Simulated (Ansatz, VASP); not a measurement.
One calculation of Nb, two programs

The input INCAR:

```
SYSTEM = Nb
PREC = Accurate
ENCUT = 600
EDIFF = 1E-6
ISMEAR = 0
SIGMA = 0.1
LREAL = .False.
LASPH = .True.
NELM = 100
ALGO = Fast
ISIF = 3
LWAVE = .False.
LCHARG = .False.
GGA = PS
IBRION = 2
NSW = 80
EDIFFG = -0.05
```

Contents of KPOINTS:

```
Automatic mesh
0
Gamma
  8 8 8
  0 0 0
```

Contents of POSCAR:

```
Nb
1.0
   -1.5997400926      1.5997400926      1.5997400926
    1.5997400926     -1.5997400926      1.5997400926
    1.5997400926      1.5997400926     -1.5997400926
Nb
1
Direct
    0.0000000000      0.0000000000      0.0000000000
```

Input for Ansatz:

```yaml
crystal:
  lattice:
    - [-1.5997400926, 1.5997400926, 1.5997400926]
    - [1.5997400926, -1.5997400926, 1.5997400926]
    - [1.5997400926, 1.5997400926, -1.5997400926]
  atoms:
    - { symbol: Nb, position: [0.0, 0.0, 0.0] }
basis:
  ecutwfc: 420
kpoints:
  mp_grid: { grid: [8, 8, 8] }
hamiltonian:
  xc: pbesol
scf:
  occupations: { method: gaussian, width: 0.1 }
output:
  forces: true
  stress: true
  eigenvalues: true
relax:
  adjacent_minimum: "off"
  f_tol: 0.05
  max_steps: 60
  cell: { stress_tol: 0.5 }
```

Alike in both runs: task relaxation of cell and atoms; functional PBEsol; k mesh 8 × 8 × 8; occupations gaussian, width 0.1 eV; no spin polarisation.

```csv
,VASP,Ansatz
version,VASP 6.6.1,Ansatz 0.2.0
potentials or method,"VASP PAW PBE potentials, release 64 (Nb_sv)","scalar-relativistic, plane waves, PAW"
plane-wave cutoff (eV),600,420
valence electrons in the cell,13,13
```

Ansatz gave:

```
gap on the k mesh at the Fermi level, each at its own relaxed structure (eV) : none
relaxed volume (Å³/atom)                                                     : 17.57
relaxed cell length with the largest relative difference (Å)                 : 2.836
energy change over the relaxation (meV/atom)                                 : -55
```

Estimate VASP's values.

gap on the k mesh at the Fermi level, each at its own relaxed structure (eV): none; relaxed volume (Å³/atom): 17.56; relaxed cell length with the largest relative difference (Å): 2.836; energy change over the relaxation (meV/atom): -53.

A gap of «none» marks a metal or a gap that the smearing closes.

Caveats: the PAW data sets were made with another functional, which shifts forces and pressure a little (VASP).
